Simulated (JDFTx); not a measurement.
# TiTe2 (P-3m1) in JDFTx: further runs

Aim: see how the results for TiTe2 move with the level of theory and the settings. Levels: LDA, PBEsol. Tasks: relaxation of cell and atoms.

Everything below comes from runs of JDFTx 1.7.0 (patched build). Logs are shortened: lines on timing, memory, paths and dates and some standing lists are left out, and cuts for length are marked. The log counts tension as positive stress, the text compression.

**1. The structure**

It takes space group P-3m1 (No. 164, trigonal). Conventional cell: a = 3.777 Å, b = 3.777 Å, c = 6.498 Å, α = 90.00°, β = 90.00°, γ = 120.00°. Around Te (site symmetry 3m) lie 3 Ti at 2.77 Å. Ti (site symmetry -3m) has 6 Te at 2.77 Å as nearest neighbours.

**2. Relaxation of cell and atoms, LDA**

Contents of TiTe2.in:

```
lattice \
    7.1374955727    -3.5687477864     0.0000000000 \
    0.0000000000     6.1812524854     0.0000000000 \
    0.0000000000     0.0000000000    12.2794403578
coords-type Lattice
ion Te     0.3333333333     0.6666666667     0.7372000000 1
ion Te     0.6666666667     0.3333333333     0.2628000000 1
ion Ti     0.0000000000     0.0000000000     0.0000000000 1

ion-species pseudo/Te.upf
ion-species pseudo/Ti.upf
elec-cutoff 42 336
elec-ex-corr lda-PW
kpoint-folding 5 5 3
elec-smearing Fermi 0.0018374661
elec-n-bands 30
electronic-SCF nIterations 100 energyDiffThreshold 1e-09
electronic-minimize nIterations 30 energyDiffThreshold 1e-7
forces-output-coords Cartesian
lattice-minimize nIterations 40 energyDiffThreshold 1e-6

dump-name run.$VAR
dump End Ecomponents EigStats BandEigs Kpoints Forces Stress ElecDensity Dtot KEdensity
```

Potentials or basis: PseudoDojo-SR-LDA-0.4.1-standard with smoothed tails.

On the command line:

```bash
> jdftx -c 1 -i TiTe2.in -o TiTe2.out
```

The log of the run:

```text
*************** JDFTx 1.7.0 (patched build) ***************

Input parsed successfully to the following command list (including defaults):

basis kpoint-dependent
coords-type Lattice
core-overlap-check vector
coulomb-interaction Periodic
davidson-band-ratio 1.1
dump End Forces ElecDensity KEdensity Dtot BandEigs EigStats Ecomponents Stress Kpoints
dump-name run.$VAR
elec-cutoff 42 336
elec-eigen-algo Davidson
elec-ex-corr lda-PW
elec-n-bands 30 1
elec-smearing Fermi 0.00183747
electronic-minimize  \
	dirUpdateScheme      FletcherReeves \
	linminMethod         DirUpdateRecommended \
	nIterations          30 \
	history              15 \
	knormThreshold       0 \
	maxThreshold         no \
	energyDiffThreshold  1e-07 \
	nEnergyDiff          2 \
	convergeAll          no \
	alphaTstart          1 \
	alphaTmin            1e-10 \
	updateTestStepSize   yes \
	alphaTreduceFactor   0.1 \
	alphaTincreaseFactor 3 \
	nAlphaAdjustMax      3 \
	wolfeEnergy          0.0001 \
	wolfeGradient        0.9 \
	abortOnFailedStep    no \
	fdTest               no
electronic-scf  \
	nIterations	100 \
	energyDiffThreshold	1e-09 \
	residualThreshold	1e-07 \
	mixFraction	0.5 \
	qMetric	0.8 \
	history	10 \
	nEigSteps	2 \
	eigDiffThreshold	1e-08 \
	mixedVariable	Density \
	qKerker	0.8 \
	qKappa	-1 \
	verbose	no \
	mixFractionMag	1.5
exchange-regularization WignerSeitzTruncated
fluid None
fluid-ex-corr lda-TF lda-PZ
fluid-gummel-loop 10 1.000000e-05
fluid-minimize  \
	dirUpdateScheme      PolakRibiere \
	linminMethod         DirUpdateRecommended \
	nIterations          100 \
	history              15 \
	knormThreshold       0 \
	maxThreshold         no \
	energyDiffThreshold  0 \
	nEnergyDiff          2 \
	convergeAll          no \
	alphaTstart          1 \
	alphaTmin            1e-10 \
	updateTestStepSize   yes \
	alphaTreduceFactor   0.1 \
	alphaTincreaseFactor 3 \
	nAlphaAdjustMax      3 \
	wolfeEnergy          0.0001 \
	wolfeGradient        0.9 \
	abortOnFailedStep    no \
	fdTest               no
fluid-solvent H2O 55.338 ScalarEOS \
	epsBulk 78.4 \
	pMol 0.92466 \
	epsInf 1.77 \
	Pvap 1.06736e-10 \
	sigmaBulk 4.62e-05 \
	Rvdw 2.61727 \
	Res 1.42 \
	tauNuc 343133 \
	poleEl 15 7 1
forces-output-coords Cartesian
ion Te   0.333333333300000   0.666666666700000   0.737200000000000 1
ion Te   0.666666666700000   0.333333333300000   0.262800000000000 1
ion Ti   0.000000000000000   0.000000000000000   0.000000000000000 1
ion-species pseudo/Te.upf
ion-species pseudo/Ti.upf
ion-width 0
ionic-minimize  \
	dirUpdateScheme      L-BFGS \
	linminMethod         DirUpdateRecommended \
	nIterations          0 \
	history              15 \
	knormThreshold       0.0001 \
	maxThreshold         no \
	energyDiffThreshold  1e-06 \
	nEnergyDiff          2 \
	convergeAll          no \
	alphaTstart          1 \
	alphaTmin            1e-10 \
	updateTestStepSize   yes \
	alphaTreduceFactor   0.1 \
	alphaTincreaseFactor 3 \
	nAlphaAdjustMax      3 \
	wolfeEnergy          0.0001 \
	wolfeGradient        0.9 \
	abortOnFailedStep    no \
	fdTest               no
kpoint   0.000000000000   0.000000000000   0.000000000000  1.00000000000000
kpoint-folding 5 5 3
latt-move-scale 1 1 1
latt-scale 1 1 1
lattice  \
	   7.137495572700000   -3.568747786400000    0.000000000000000  \
	   0.000000000000000    6.181252485400000    0.000000000000000  \
	   0.000000000000000    0.000000000000000   12.279440357800000
lattice-minimize  \
	dirUpdateScheme      L-BFGS \
	linminMethod         DirUpdateRecommended \
	nIterations          40 \
	history              15 \
	knormThreshold       0 \
[... 89 lines left out ...]

---------- Setting up k-points, bands, fillings ----------
Reduced to 12 k-points under symmetry.
Computing the number of bands and number of electrons
Calculating initial fillings.
nElectrons:  44.000000   nBands: 30   nStates: 12

----- Setting up reduced wavefunction bases (one per k-point) -----
average nbasis = 7042.147 , ideal nbasis = 7043.181

---------- Setting up ewald sum ----------
Optimum gaussian width for ewald sums = 2.708051 bohr.
Real space sum over 1521 unit cells with max indices [  6  6  4  ]
Reciprocal space sum over 2057 terms with max indices [  5  5  8  ]

---------- Allocating electronic variables ----------
Initializing wave functions:  linear combination of atomic orbitals
Note: number of bands (30) exceeds available atomic orbitals (28)
Te pseudo-atom occupations:   s ( 2 )  p ( 4 )  d ( 10 )
Ti pseudo-atom occupations:   s ( 2 2 )  p ( 6 )  d ( 2 )
	FillingsUpdate:  mu: +0.399620085  nElectrons: 44.000000
LCAOMinimize: Iter:   0  F: -245.2682610626416988  |grad|_K:  7.653e-04  alpha:  1.000e+00
	FillingsUpdate:  mu: +0.385203961  nElectrons: 44.000000
LCAOMinimize: Iter:   1  F: -245.2694129211776897  |grad|_K:  1.054e-03  alpha:  4.240e-01  linmin:  1.087e-02  cgtest: -1.181e-01
	FillingsUpdate:  mu: +0.392092616  nElectrons: 44.000000
[... 8 lines of inner loops ...]
LCAOMinimize: Iter:   5  F: -245.2702431605405309  |grad|_K:  1.461e-05  alpha:  4.387e-01  linmin:  1.082e-05  cgtest: -1.363e-03
	FillingsUpdate:  mu: +0.394430450  nElectrons: 44.000000
LCAOMinimize: Iter:   6  F: -245.2702433468895720  |grad|_K:  9.313e-07  alpha:  1.618e-01  linmin: -2.500e-04  cgtest:  1.651e-02
LCAOMinimize: Converged (|Delta F|<1.000000e-06 for 2 iters).

--------- Lattice Minimization ---------

-------- Electronic minimization -----------
Will mix electronic density at each iteration.
	FillingsUpdate:  mu: +0.394430450  nElectrons: 44.000000
	FillingsUpdate:  mu: +0.382296148  nElectrons: 44.000000
SCF: Cycle:  0   F: -245.303225090099744   dF: -3.298e-02   |Residual|: 1.318e-01   |deigs|: 6.365e-02
	FillingsUpdate:  mu: +0.375261062  nElectrons: 44.000000
SCF: Cycle:  1   F: -245.359154394197219   dF: -5.593e-02   |Residual|: 5.589e-02   |deigs|: 1.452e-02
	FillingsUpdate:  mu: +0.371847119  nElectrons: 44.000000
SCF: Cycle:  2   F: -245.372549732914905   dF: -1.340e-02   |Residual|: 1.706e-02   |deigs|: 8.815e-03
	FillingsUpdate:  mu: +0.371993613  nElectrons: 44.000000
SCF: Cycle:  3   F: -245.372387629287999   dF: +1.621e-04   |Residual|: 6.745e-03   |deigs|: 1.225e-03
	FillingsUpdate:  mu: +0.372795022  nElectrons: 44.000000
SCF: Cycle:  4   F: -245.372585623424044   dF: -1.980e-04   |Residual|: 5.855e-03   |deigs|: 1.025e-03
	FillingsUpdate:  mu: +0.372280808  nElectrons: 44.000000
SCF: Cycle:  5   F: -245.372673290322751   dF: -8.767e-05   |Residual|: 1.844e-03   |deigs|: 6.760e-04
	FillingsUpdate:  mu: +0.372495278  nElectrons: 44.000000
[... 43 lines left out ...]
# Energy components:
   Eewald =     -159.2326701604955588
       EH =       67.5234995814752921
     Eloc =     -199.4063728853779480
      Enl =      -57.4128489082330518
      Exc =      -57.1657341596956243
 Exc_core =       23.3140121502348769
       KE =      137.0079213128933873
-------------------------------------
     Etot =     -245.3721930691986302
       TS =        0.0004831934957613
-------------------------------------
        F =     -245.3726762626943980

LatticeMinimize: Iter:   0  F: -245.372676262694398  |grad|_K:  1.826e-02

#--- Lowdin population analysis ---
# oxidation-state Te -0.170 -0.170
# oxidation-state Ti +0.518

-------- Electronic minimization -----------
Will mix electronic density at each iteration.
	FillingsUpdate:  mu: +0.372487931  nElectrons: 44.000000
	FillingsUpdate:  mu: +0.374372841  nElectrons: 44.000000
SCF: Cycle:  0   F: -245.372982574904455   dF: -1.202e-05   |Residual|: 1.204e-03   |deigs|: 1.498e-05
	FillingsUpdate:  mu: +0.374628355  nElectrons: 44.000000
SCF: Cycle:  1   F: -245.372973876933628   dF: +8.698e-06   |Residual|: 2.242e-03   |deigs|: 3.322e-04
	FillingsUpdate:  mu: +0.374461787  nElectrons: 44.000000
SCF: Cycle:  2   F: -245.372992611940191   dF: -1.874e-05   |Residual|: 3.178e-04   |deigs|: 2.123e-04
	FillingsUpdate:  mu: +0.374442352  nElectrons: 44.000000
SCF: Cycle:  3   F: -245.372992713963157   dF: -1.020e-07   |Residual|: 1.089e-04   |deigs|: 3.248e-05
	FillingsUpdate:  mu: +0.374449945  nElectrons: 44.000000
[... 420 lines left out ...]
-------- Electronic minimization -----------
Will mix electronic density at each iteration.
	FillingsUpdate:  mu: +0.422971089  nElectrons: 44.000000
	FillingsUpdate:  mu: +0.422970576  nElectrons: 44.000000
SCF: Cycle:  0   F: -245.374871121038353   dF: +5.610e-11   |Residual|: 3.348e-06   |deigs|: 7.596e-10
	FillingsUpdate:  mu: +0.422971276  nElectrons: 44.000000
SCF: Cycle:  1   F: -245.374871121011012   dF: +2.734e-11   |Residual|: 4.538e-06   |deigs|: 9.326e-07
	FillingsUpdate:  mu: +0.422970884  nElectrons: 44.000000
SCF: Cycle:  2   F: -245.374871121108725   dF: -9.771e-11   |Residual|: 5.241e-07   |deigs|: 5.229e-07
	FillingsUpdate:  mu: +0.422970895  nElectrons: 44.000000
SCF: Cycle:  3   F: -245.374871121108839   dF: -1.137e-13   |Residual|: 4.742e-07   |deigs|: 1.554e-08
SCF: Converged (|Delta E|<1.000000e-09 for 2 iters).

Setting wave functions to eigenvectors of Hamiltonian
LatticeMinimize: 	Undoing step.

-------- Electronic minimization -----------
Will mix electronic density at each iteration.
	FillingsUpdate:  mu: +0.422970895  nElectrons: 44.000000
	FillingsUpdate:  mu: +0.422971064  nElectrons: 44.000000
SCF: Cycle:  0   F: -245.374871121100114   dF: +8.527e-12   |Residual|: 1.342e-06   |deigs|: 4.567e-10
	FillingsUpdate:  mu: +0.422970787  nElectrons: 44.000000
SCF: Cycle:  1   F: -245.374871121091957   dF: +8.157e-12   |Residual|: 1.811e-06   |deigs|: 3.677e-07
	FillingsUpdate:  mu: +0.422970940  nElectrons: 44.000000
SCF: Cycle:  2   F: -245.374871121109578   dF: -1.762e-11   |Residual|: 2.346e-07   |deigs|: 2.053e-07
	FillingsUpdate:  mu: +0.422970940  nElectrons: 44.000000
SCF: Cycle:  3   F: -245.374871121110118   dF: -5.400e-13   |Residual|: 3.883e-07   |deigs|: 6.178e-09
SCF: Converged (|Delta E|<1.000000e-09 for 2 iters).

Setting wave functions to eigenvectors of Hamiltonian
LatticeMinimize: 	Step failed: resetting history.
# Lattice vectors:
R =
[      6.93304     -3.46652            0  ]
[  1.60447e-12      6.00418            0  ]
[            0            0      11.9582  ]
unit cell volume = 497.787
[... 21 lines left out ...]
# Energy components:
   Eewald =     -164.0859075940492744
       EH =       64.7527740659127886
     Eloc =     -191.9021358185657675
      Enl =      -57.4017549151354203
      Exc =      -57.2528590145755203
 Exc_core =       23.3140123253085925
       KE =      137.2015210654550401
-------------------------------------
     Etot =     -245.3743498856495648
       TS =        0.0005212354605497
-------------------------------------
        F =     -245.3748711211101181

LatticeMinimize: Iter:   6  F: -245.374871121110118  |grad|_K:  8.795e-03  alpha:  1.069e-10

#--- Lowdin population analysis ---
# oxidation-state Te -0.120 -0.120
# oxidation-state Ti +0.424

-------- Electronic minimization -----------
Will mix electronic density at each iteration.
	FillingsUpdate:  mu: +0.422970940  nElectrons: 44.000000
	FillingsUpdate:  mu: +0.422452450  nElectrons: 44.000000
SCF: Cycle:  0   F: -245.374910735475737   dF: +2.043e-05   |Residual|: 2.134e-03   |deigs|: 7.363e-06
	FillingsUpdate:  mu: +0.421996992  nElectrons: 44.000000
SCF: Cycle:  1   F: -245.374892004395520   dF: +1.873e-05   |Residual|: 3.669e-03   |deigs|: 6.103e-04
	FillingsUpdate:  mu: +0.422276145  nElectrons: 44.000000
[... 5 further cycles ...]
SCF: Cycle:  7   F: -245.374942964639956   dF: -4.417e-10   |Residual|: 1.936e-06   |deigs|: 1.239e-06
	FillingsUpdate:  mu: +0.422279417  nElectrons: 44.000000
SCF: Cycle:  8   F: -245.374942964731588   dF: -9.163e-11   |Residual|: 7.697e-07   |deigs|: 6.514e-08
[... 588 lines left out ...]
# Energy components:
   Eewald =     -164.5795633938416529
       EH =       64.1035630686808702
     Eloc =     -190.7317236174149002
      Enl =      -57.4091488037871400
      Exc =      -57.2358527467309912
 Exc_core =       23.3140123044764103
       KE =      137.1640051099560935
-------------------------------------
     Etot =     -245.3747080786613139
       TS =        0.0004996795512039
-------------------------------------
        F =     -245.3752077582125253

LatticeMinimize: Iter:  16  F: -245.375207758212525  |grad|_K:  1.696e-04  alpha:  1.000e+00  linmin: -1.520e-01
LatticeMinimize: Converged (|Delta F|<1.000000e-06 for 2 iters).

#--- Lowdin population analysis ---
# oxidation-state Te -0.131 -0.131
# oxidation-state Ti +0.445

Dumping 'run.eigStats' ...
	eMin: -1.663680 at state 0 ( [ +0.000000 +0.000000 +0.000000 ] spin 0 )
	HOMO: +0.417222 at state 2 ( [ +0.000000 +0.200000 +0.000000 ] spin 0 )
	mu  : +0.419190
	LUMO: +0.421571 at state 6 ( [ +0.000000 +0.400000 +0.333333 ] spin 0 )
	eMax: +0.716188 at state 0 ( [ +0.000000 +0.000000 +0.000000 ] spin 0 )
	HOMO-LUMO gap: +0.004349
	Optical gap  : +0.012551 at state 2 ( [ +0.000000 +0.200000 +0.000000 ] spin 0 )
Done!
[note: the HOMO, LUMO and gaps printed at the end count levels as full or empty at half filling, so they show a gap where a level is partly filled]
```

It took 22 min on 1 thread of Intel Xeon at 2.70GHz, shared host; peak memory 0.2 GiB.

Results:

```
Free energy                            : -6676.9996 eV
Relaxed volume                         : 24.76 Å³/atom
Relaxed cell                           : a = 3.694 Å, b = 3.694 Å, c = 6.285 Å, α = 90.00°, β = 90.00°, γ = 120.00°
Space group after relaxing (to 0.05 Å) : P-3m1 (No. 164)
Energy gained by relaxing              : 23.0 meV/atom
Ionic steps                            : 17
Pressure after relaxing                : 0.0 GPa
Largest force after relaxing           : 0.006 eV/Å
Band gap on the k mesh                 : none (metal or under the smearing width)
Loewdin charges                        : Te -0.13; Ti +0.45 e
```

Forces on the atoms (eV/Å):
```
Te   0.000  0.000  0.006
Te   0.000  0.000 -0.006
Ti   0.000  0.000  0.000
```

Step by step:
```tsv
step	energy change (eV)	largest force (eV/Å)	pressure (GPa)	volume (Å³)
1	0.0000	0.3415	-4.00	80.28
2	-0.0086	0.2842	-3.70	80.01
3	-0.0437	0.0418	-1.79	78.20
4	-0.0530	0.1344	-0.97	77.18
5	-0.0597	0.2075	-0.03	75.88
6	-0.0602	0.2505	1.35	73.79
7	-0.0597	0.2610	1.40	73.76
8	-0.0617	0.2221	1.21	73.84
9	-0.0672	0.0495	0.33	74.24
10	-0.0678	0.0149	0.12	74.36
11	-0.0682	0.0085	0.04	74.41
12	-0.0686	0.0183	0.03	74.42
13	-0.0687	0.0346	0.14	74.28
14	-0.0688	0.0247	0.12	74.19
15	-0.0688	0.0053	0.07	74.13
16	-0.0689	0.0068	0.03	74.19
17	-0.0689	0.0058	-0.01	74.27
```

Final structure:
```yaml
crystal:
  lattice:
    - [3.69389, 0.00000, 0.00000]
    - [-1.84694, 3.19900, 0.00000]
    - [0.00000, 0.00000, 6.28483]
  atoms:
    - { symbol: Te, position: [0.33333, 0.66667, 0.73183] }
    - { symbol: Te, position: [0.66667, 0.33333, 0.26817] }
    - { symbol: Ti, position: [0.00000, 0.00000, 0.00000] }
```

Caveat: the k mesh is coarse (spacing up to 0.38 Å⁻¹), so the values aren't converged; the plane waves are those of the starting cell, so after so large a change of volume the result is rough. LDA usually gives volumes a few per cent too small.

(Part 1 of 2 ends here.)
